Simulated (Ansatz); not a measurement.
An input for Ansatz 0.2.0 (KCl (Sylvite)):

Contents of run.py:

```python
import json

import ase.io
import numpy as np

import ansatz as az

atoms = ase.io.read("KCl.cif")
atoms.info.pop("occupancy", None)
atoms.set_initial_magnetic_moments([-0.53, 0.0])

calculation = (
    az.Crystal.from_ase(atoms)
    .calculation()
    .kpoints(7, 7, 7)
    .functional("pbesol", dispersion="rvv10")
    .pseudopotentials(kind="nc", accuracy="standard")
    .spin("collinear")
    .occupations(method="fermi_dirac", width=0.05)
    .relax(force_tolerance=0.01, max_steps=40, cell=True, stress_tolerance=0.05)
    .forces()
    .stress()
)
outcome = calculation.run(threads=2, events_out="events.jsonl")

report = outcome.report
for line in open("events.jsonl"):
    event = json.loads(line)
    if event["event"] == "scf_iter":
        d = event["data"]
        print(f"SCF {d['iter']:3d}  HF = {d['harris_foulkes_ev']:.6f} eV  dr2 = {d['dr2_ev']:.2e} eV")
    elif event["event"] in ("relax_step", "md_step"):
        d = event["data"]
        print(f"{event['event']} {d['step']:3d}  E = {d['lagrangian_ev']:.6f} eV")
np.set_printoptions(precision=5, suppress=True, linewidth=110)
print("converged:", report["converged"], "after", report["n_iterations"], "iterations")
print(f"free energy {report['free_energy_ev']:.6f} eV, Fermi level {report['fermi_energy_ev']:.4f} eV")
for key in ("band_edges_ev", "magnetization_mub", "site_moments_mub", "site_moments_nc_mub", "forces_ev_ang",
                "stress_gpa"):
    if report.get(key) is not None:
        print(key, np.array(report[key]), sep="\n")
```

KCl.cif

```cif
data_KCl
_cell_length_a 4.44978055
_cell_length_b 4.44978055
_cell_length_c 4.44978055
_cell_angle_alpha 60.00000000
_cell_angle_beta 60.00000000
_cell_angle_gamma 60.00000000
_space_group_name_H-M_alt 'P1'
_space_group_name_Hall 'P 1'
_space_group_IT_number 1
loop_
_space_group_symop_operation_xyz
'x,y,z'
loop_
_atom_site_label
_atom_site_type_symbol
_atom_site_symmetry_multiplicity
_atom_site_Wyckoff_symbol
_atom_site_fract_x
_atom_site_fract_y
_atom_site_fract_z
_atom_site_occupancy
K1 K 1 a 0.0000000000 0.0000000000 0.0000000000 1
Cl1 Cl 1 a 0.5000000000 0.5000000000 0.5000000000 1
```

Potentials or basis: PseudoDojo standard.

Run with:

```sh
$ python run.py
```

**Question.** What does the program do with it?

**Answer.** The run stopped without a result. It printed:

Output:

```text
Traceback (most recent call last):
  File "run.py", line 24, in <module>
  [frames inside libraries left out]
ansatz.RefusalError: inconsistent input (hamiltonian.dispersion, hamiltonian.xc): `dispersion: rvv10` has no transferable b for PBE exchange — Sabatini et al. (2013) fitted b=6.3 to rPW86, and the PBE refits of Peng & Perdew (2017) are task-dependent (b=6.6 S22 / b=10.0 layered). Use `xc: {exchange: rpw86, correlation: pbe}` for the original rVV10 or `xc: r2scan` for the r²SCAN+rVV10 pairing
```
